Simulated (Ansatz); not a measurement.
CdF2: what changed settings do

The reference input for Ansatz (plane-wave DFT with PAW):

```yaml
crystal:
  lattice:
    - [0.0, 2.694, 2.694]
    - [2.694, 0.0, 2.694]
    - [2.694, 2.694, 0.0]
  atoms:
    - { symbol: Cd, position: [0.0, 0.0, 0.0] }
    - { symbol: F, position: [0.25, 0.25, 0.25] }
    - { symbol: F, position: [0.75, 0.75, 0.75] }
basis:
  ecutwfc: 420
kpoints:
  mp_grid: { grid: [6, 6, 6] }
hamiltonian:
  xc: pbe
scf:
  occupations: { method: gaussian, width: 0.1 }
output:
  forces: true
  stress: true
  eigenvalues: true
```

Command:

```bash
ansatz run input.yaml --threads 1 --pin off --max-ram 1331MiB --backend cpu --events-out ev --progress --plain --runs-dir out
```

The run converges in 6 SCF iterations on 16 irreducible k-points: pressure 5.46 GPa, gap on the sampled k-points 3.12 eV. The run took 1.7 s on 1 thread of Arm Neoverse N1 (shared host), peak memory 0.27 GiB.

Settings here are deliberately varied, not converged. Each trial's input is given as a difference from the reference's; energies are extrapolated to zero smearing where there is one, and pressure is positive in compression. Charged cells sit in a uniform background, and their pressures hang on that convention.

Question: Trial 1 (atom left out):

```diff
 crystal:
   atoms:
-    - { symbol: F, position: [0.25, 0.25, 0.25] }
```

What happens?

Answer: The run converges in 6 SCF iterations on 16 irreducible k-points: pressure 3.35 GPa, no gap. It took 2.1 s.

Question: Trial 2:

```diff
+total_charge: -2
 scf:
-  occupations: { method: gaussian, width: 0.1 }
+  occupations: { method: cold, width: "0.02 Ry" }
+  max_iter: 100
 output:
+  optics: { e_range: [0, 10], sigma: 0.2 }
```

What does the program give?

Answer: The run converges in 11 SCF iterations on 16 irreducible k-points: pressure 59.70 GPa (with the neutralising background of the charged cell), no gap. It took 21 s. It warns that optics were asked on partly filled bands.

Question: Trial 3:

```diff
 crystal:
+  symmetry: { tolerance: 0.01 }
 basis:
-  ecutwfc: 420
+  ecutwfc: 400
```

How does this run end?

Answer: The run converges in 6 SCF iterations on 16 irreducible k-points: energy 5.92 meV per atom above the reference, pressure 5.45 GPa, gap on the sampled k-points 3.12 eV. It took 1.6 s. It warns that the cutoff lies under the recommended one, 420 eV for these potentials.